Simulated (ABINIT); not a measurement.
# Sb in ABINIT: the effect of potentials

Sb:

```xyz
2
Lattice="2.1542 1.2437 3.7580 -2.1542 1.2437 3.7580 0.0000 -2.4875 3.7580" Properties=species:S:1:pos:R:3 pbc="T T T"
Sb    0.0000    0.0000    8.6416
Sb    0.0000    0.0000    2.6324
```

Alike in all runs:

| Item | Value |
| --- | --- |
| Program | ABINIT 10.8.3 (patched build) |
| Task | single point |
| Functional | r2SCAN |
| k mesh | 6 × 6 × 6 |
| Occupations | fermi-dirac, width 0.05 eV |
| Spin | no spin polarisation |

```tsv
potentials	cutoff	pressure (GPa)	largest force (eV/Å)
Ansatz PAW PBE default generated set, frozen core	490 eV	1.7	0.09
JTH PAW PBE v2.0	517 eV	1.6	0.08
Ansatz NC r2SCAN	1469 eV	1.7	0.10
SG15 NC PBE v1.2	980 eV	0.3	0.23
PseudoDojo NC SR PBE v0.4.1 standard	1306 eV	?	?
```

What does the run with potentials PseudoDojo NC SR PBE v0.4.1 standard give?

Pressure 1.3 GPa; largest force 0.18 eV/Å.

Caveats: the PAW data sets were made with another functional, which shifts forces and pressure a little (some runs); the potentials were made for another functional, which shifts forces and pressure (some runs); a meta-GGA on potentials with a model core is unreliable (some runs).
